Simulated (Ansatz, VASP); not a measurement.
One calculation of InSb, two programs

INCAR

```
ALGO = Normal ; EDIFF = 1E-6
ENCUT = 520 ; GGA = PS
ISIF = 2 ; ISMEAR = -1
LASPH = T ; LCHARG = F
LREAL = F ; LWAVE = F
NBANDS = 16 ; NELM = 80
PREC = Accurate ; SIGMA = 0.05
```

The input KPOINTS:

```
k-points
0
Gamma
  9 9 9
```

POSCAR

```
InSb
1.0
    0.0000000000      3.2391000000      3.2714910000
    3.2391000000      0.0000000000      3.2714910000
    3.2391000000      3.2391000000      0.0000000000
In Sb
1 1
Direct
    0.0000000000      0.0000000000      0.0000000000
    0.7500000000      0.7500000000      0.7500000000
```

Input for Ansatz:

```yaml
crystal:
  lattice:
    - [0.0, 3.2391, 3.271491]
    - [3.2391, 0.0, 3.271491]
    - [3.2391, 3.2391, 0.0]
  atoms:
    - { symbol: In, position: [0.0, 0.0, 0.0] }
    - { symbol: Sb, position: [0.75, 0.75, 0.75] }
kpoints:
  mp_grid: { grid: [9, 9, 9] }
  band_path:
    path:
      - [0.0, 0.0, 0.0]
      - [0.5, 0.0, 0.5]
      - [0.75, 0.25, 0.5]
      - [0.5, 0.5, 0.5]
      - [0.0, 0.0, 0.0]
      - [0.5, 0.5, 0.0]
      - [0.6274629938, 0.6274629938, 0.2549259876]
      - [0.3725370062, 0.3725370062, 0.7450740124]
      - [0.0, 0.0, 0.0]
    npoints: 5
scf:
  occupations: { method: fermi_dirac, width: 0.05 }
hamiltonian:
  xc: pbesol
  pseudopotentials: { kind: all_electron, lapw: { basis_error: 0.00025 } }
output:
  forces: true
  stress: true
  eigenvalues: true
```

Change from the starting cell: zz strain of +1 %.

Alike in both runs: task single point; functional PBEsol; k mesh 9 × 9 × 9; occupations fermi-dirac, width 0.05 eV; no spin polarisation.

|  | VASP | Ansatz |
| --- | --- | --- |
| version | VASP 6.6.1 | Ansatz 0.2.0 |
| potentials or method | VASP PAW PBE potentials, release 64 (In_d, Sb) | all-electron LAPW, scalar-relativistic |
| plane-wave cutoff (eV) | 520 | see its input |

|  | VASP | Ansatz | Ansatz less VASP |
| --- | --- | --- | --- |
| pressure (GPa) | 0.4 | 0.4 | -0.01 |
| largest component of the traceless stress (GPa) | 0.18 | 0.18 | 0.000 |

Ansatz ran all-electron here, so the differences hold the error of VASP's frozen core and of both bases.

Caveats: the PAW data sets were made with another functional, which shifts forces and pressure a little (VASP). Spin-orbit coupling is left out, which matters for the levels of Sb.
